**Q:** I have to model a thin AlN layer strained onto GaN for a transistor, and the program offers a long list of functionals. Does it matter which one sets the size of the AlN crystal?

**A:** Each name on that list is a different approximation to exchange and correlation, the part of the electrons' energy that no practical method treats exactly. Here is the same crystal under twelve of them. Each volume is the one at which that approximation finds the lowest energy, with the atoms at rest.

AlN (space group P6_3mc, 4-atom cell) computed with VASP: Kohn-Sham DFT, PAW potentials, plane-wave cutoff 600 eV, no spin polarisation and no added dispersion correction. Cell shape, volume and atomic positions are relaxed with each functional; the volumes are for a static lattice, without zero-point or thermal motion.

```csv
method,rung,potentials,k mesh,smearing,equilibrium volume (Å³/atom)
LDA,LDA,"VASP PAW LDA potentials, recommended",8x8x5 4-atom cell,gaussian 0.05eV,10.232
BLYP,GGA,"VASP PAW PBE potentials, recommended",7x7x5 4-atom cell,Fermi-Dirac 0.05eV,10.820
PBE,GGA,"VASP PAW PBE potentials, recommended",7x7x5 4-atom cell,Fermi-Dirac 0.05eV,10.625
PBEsol,GGA,"VASP PAW PBE potentials, recommended",7x7x5 4-atom cell,Fermi-Dirac 0.05eV,10.455
PW91,GGA,"VASP PAW PBE potentials, recommended",7x7x5 4-atom cell,Fermi-Dirac 0.05eV,10.613
optB88-vdW,GGA,"VASP PAW PBE potentials, recommended",7x7x5 4-atom cell,Fermi-Dirac 0.05eV,10.563
rev-vdW-DF2,GGA,"VASP PAW PBE potentials, recommended",7x7x5 4-atom cell,Fermi-Dirac 0.05eV,10.539
revPBE,GGA,"VASP PAW PBE potentials, recommended",7x7x5 4-atom cell,Fermi-Dirac 0.05eV,10.759
vdW-DF-cx,GGA,"VASP PAW PBE potentials, recommended",7x7x5 4-atom cell,Fermi-Dirac 0.05eV,10.521
SCAN,meta-GGA,"VASP PAW PBE potentials, recommended",7x7x5 4-atom cell,Fermi-Dirac 0.05eV,10.346
r2SCAN,meta-GGA,"VASP PAW PBE potentials, recommended",8x8x5 4-atom cell,gaussian 0.05eV,10.390
HSE06,hybrid,"VASP PAW PBE potentials, recommended",6x6x4 4-atom cell,gaussian 0.05eV,10.364
```

As a yardstick, take the cell from which the relaxations started, 10.45 Å³ per atom, which is close to the measured crystal. LDA ends 2.1% below it in volume and BLYP 3.5% above it. An error in length is about a third of the error in volume, so even these extremes look harmless until you ask what the length is for.

**Q:** My purpose is the strain. How much error can I bear?

**A:** Less than you might think, because the strain is itself a small difference between two lengths. AlN is shorter in the plane than GaN by roughly 2.5%. What counts here is the edge in the plane. Relaxed with PBE it is 3.127 Å, against 3.113 Å in the starting cell, so it is 0.45% too long. The edge along the c axis errs more, by 0.74%, so the volume alone would overstate the damage. If you stretch that PBE crystal onto the measured GaN lattice, you lose 0.45/2.5, or a little under a fifth, of the strain.

The strain produces a piezoelectric polarisation, which helps to set how many electrons gather in the channel. The error in length therefore goes straight into a quantity that you care about. Taking both crystals from the same functional usually cancels part of it, but I would check that on GaN before relying on it.

**Q:** PBE and PBEsol are both GGAs. Why does one come out too large while the other fits?

**A:** LDA treats each point in the crystal as if it lay in a uniform electron gas of the local density. A GGA also looks at how steeply the density changes there, compared with the density itself, and strengthens the exchange energy where this relative steepness is large. When you pull the atoms apart, the density between them thins out and the relative steepness grows. A functional that rewards steepness thus rewards expansion, and its crystal settles at a larger volume.

PBE has a strong reward, a compromise that also has to serve free atoms and molecules. PBEsol cuts it to a little over half for gently varying densities, which suits a solid, and adjusts correlation as well. Its volume is 0.170 Å³ per atom smaller than that of PBE. In revPBE a single constant of exchange is changed so that the reward keeps growing where the density is steep, and the volume rises by 0.134 Å³ per atom above PBE.

Within the PBE family you can use this as a rule. LDA has no reward at all, and the order LDA, PBEsol, PBE, revPBE is the order of increasing volume. Exchange is only one side of it, though: the gradient term in PBE's correlation works against the reward and is expected to cancel much of it where the density varies gently. BLYP pairs its exchange with a correlation that is expected to cancel far less, which fits its place as the largest crystal in the table. PW91 has an exchange term much like that of PBE, so it should give nearly the same crystal, and the two differ by only 0.012 Å³ per atom. One caution applies to all these comparisons: every row except LDA uses potentials made for PBE, and LDA has its own, so part of a difference in volume may come from the potentials and not from the functional.

**Q:** PBEsol lands almost exactly on your yardstick. Is it then the most accurate?

**A:** That match is better than it ought to be. The calculation holds the atoms still, whereas real atoms vibrate even at absolute zero. Bonds soften when they are stretched, so the crystal lowers its vibrational energy by swelling a little. A perfect functional should therefore give a static volume slightly below the measured one.

The size of the swelling can be estimated in three steps. In the Debye model the zero-point energy per atom is 9/8 of Boltzmann's constant times the Debye temperature, and for AlN, with roughly 1000 K, this makes 0.097 eV. The crystal resists with a bulk modulus of roughly 200 GPa, which is 1.2 eV/Å³ in atomic-scale units. The ratio of the two, times a Grüneisen constant of about one that measures how fast the vibrations soften, is 0.08 Å³ per atom.

The inputs are rough, so trust the order of magnitude and not the digit. It is still enough to change the verdict. With this swelling added, PBEsol comes out somewhat too large, PBE moves further away, and LDA remains too small.

**Q:** Then a higher rung should do better. What do r2SCAN and HSE06 change?

**A:** Both give a smaller crystal than any GGA in the table. r2SCAN lies 0.06 Å³ per atom below the yardstick and HSE06 0.09 below, which is about the room that the vibrations need. SCAN behaves in the same way. These three differ among themselves by at most 0.044 Å³ per atom, and since the swelling is known only roughly, their k meshes differ and all three borrow potentials made for PBE, I would not rank them.

They reach this result by different routes. HSE06 starts from PBE and replaces a quarter of its short-range exchange by exact exchange, and the volume drops by 0.261 Å³ per atom. It is tempting to say that exact exchange draws the electrons in towards nitrogen so that aluminium can sit closer. But the same shortening is expected in nonpolar bonds and even before the density has adjusted, so it more likely comes from how the exchange energy itself changes with bond length. The volumes show the contraction but not its cause.

SCAN and r2SCAN stay with local information but add the kinetic energy density of the electrons. With it they can tell a covalent bond from a region where the density varies gently, and treat the two differently. A GGA sees only the density and its slope, so it has to settle on one compromise for both.

**Q:** So I simply climb as high as I can afford?

**A:** For the volume, the step to a meta-GGA probably pays, while the step beyond it shows no clear gain: with the swelling estimated above, SCAN, r2SCAN and HSE06 all lie closer than any GGA. That ranking leans on the rough estimate, though: with half the swelling, PBEsol would lie closer than SCAN and HSE06. The label GGA itself is a poor guide. The functionals listed as GGA spread over 0.365 Å³ per atom, more than the step of 0.244 from their average to that of the two meta-GGAs. Changing from PBE to PBEsol, at no extra cost, already removes about two thirds of the error once the swelling is allowed for.

The three functionals with van der Waals correlation, also listed as GGA, make the same point. They give volumes between those of PBEsol and PBE. Their exchange differs from PBE's as well, and they drop its gradient term of correlation, so the shift cannot be credited to van der Waals attraction alone. The exchange of rev-vdW-DF2 and vdW-DF-cx rewards gentle gradients no more than that of PBEsol, yet their crystals are larger, as one would expect once that opposing term is gone. For this strongly bonded crystal they offer no gain in volume over PBEsol.

**Q:** SCAN and HSE06 give me the same crystal. Can I use SCAN for the band gap as well and save the money?

**A:** No, and this is where the expensive level earns its price. The two volumes differ by only 0.018 Å³ per atom, yet in the same runs the gap is 4.96 eV with SCAN and 5.64 eV with HSE06. The measured gap is roughly 6 eV, so even HSE06 falls a few tenths of an eV short. SCAN, with no exact exchange, already gains 0.89 eV of the 1.58 eV by which HSE06 opens the PBE gap. Each gap belongs to that functional's own crystal, though, and part of both gains is expected to come from the crystals being smaller than that of PBE, a part that these runs do not separate. A good volume is thus no certificate for a good gap.

The volume depends on how the total energy of the filled states changes as the bonds are stretched. The gap also depends on where the empty states lie. Exact exchange acts differently on the two kinds of state: compared with PBE, it lowers the filled levels and raises the empty ones, and so opens the gap. If AlN is to serve as a barrier for electrons, the height of that barrier rests on these levels and not on the volume alone.

**Q:** What does the hybrid cost, and how would you divide the work?

**A:** The work of LDA and the GGAs grows with the number of k points, the sample of electron waves over which the crystal is averaged. The meta-GGAs scale in the same way, with somewhat more to do at each step. Exact exchange couples every k point with every other, so its work grows with the number of pairs. Going from the 6×6×4 mesh of the HSE06 row to the 8×8×5 mesh of the r2SCAN row multiplies the pairs by about five, before symmetry is used.

A relaxation repeats that work at every step, so I would keep the hybrid out of it. Relax AlN and GaN with PBEsol or r2SCAN, using the same functional for both, and take the strain from those two cells. Then run HSE06 once on the finished structure for the gap. If PBEsol and r2SCAN disagree about the strain by more than your device model can bear, the choice of functional limits your result, and a denser mesh will not remove the disagreement.

The output below sets every row against the starting cell and contains the zero-point estimate, which uses none of the calculated volumes. Its lengths are means over the three axes, taken from the volume, so it puts the strain lost with PBE at 22%, where the relaxed edge in the plane gives 18%.

Output of the analysis:

```
Volume and mean length against the starting cell:
          row  volume difference in A^3 per atom  volume difference in percent  length difference in percent  gap in eV
          LDA                            -0.2187                        -2.093                       -0.7025      4.406
         BLYP                             0.3693                         3.534                         1.164      4.181
          PBE                             0.1743                         1.668                        0.5529      4.065
       PBEsol                           0.004299                       0.04114                       0.01371      4.124
         PW91                             0.1623                         1.553                         0.515      4.107
   optB88-vdW                             0.1123                         1.075                        0.3569       4.27
  rev-vdW-DF2                             0.0883                        0.8449                        0.2808      4.195
       revPBE                             0.3083                          2.95                        0.9738      3.988
    vdW-DF-cx                             0.0703                        0.6727                        0.2237      4.178
         SCAN                            -0.1047                        -1.002                       -0.3351      4.958
       r2SCAN                            -0.0607                       -0.5808                        -0.194      4.941
        HSE06                            -0.0867                       -0.8296                       -0.2773      5.643
Starting cell volume in A^3 per atom: 10.45
BLYP less LDA volume in A^3 per atom: 0.588
PBE less LDA volume in A^3 per atom: 0.393
PBE over LDA mean length in percent: 1.264
PBEsol less PBE volume in A^3 per atom: -0.17
revPBE less PBE volume in A^3 per atom: 0.134
HSE06 less PBE volume in A^3 per atom: -0.261
Spread inside the GGA rung in A^3 per atom: 0.365
GGA mean less meta-GGA mean in A^3 per atom: 0.2439
Spread of the three van der Waals functionals in A^3 per atom: 0.042
Spread of SCAN and r2SCAN and HSE06 in A^3 per atom: 0.044
HSE06 less SCAN volume in A^3 per atom: 0.018
HSE06 less SCAN gap in eV: 0.6853
Number of rows within 0.5 percent of the starting mean length: 7
Largest residual pressure in GPa: 0.08741
Largest residual pressure over a modulus of 200 GPa in percent: 0.0437
Rough zero-point expansion in A^3 per atom: 0.07766
PBE length excess as percent of the recalled AlN to GaN mismatch: 22.12
Growth of k point pairs from 6x6x4 to 8x8x5 as a factor: 4.938
```
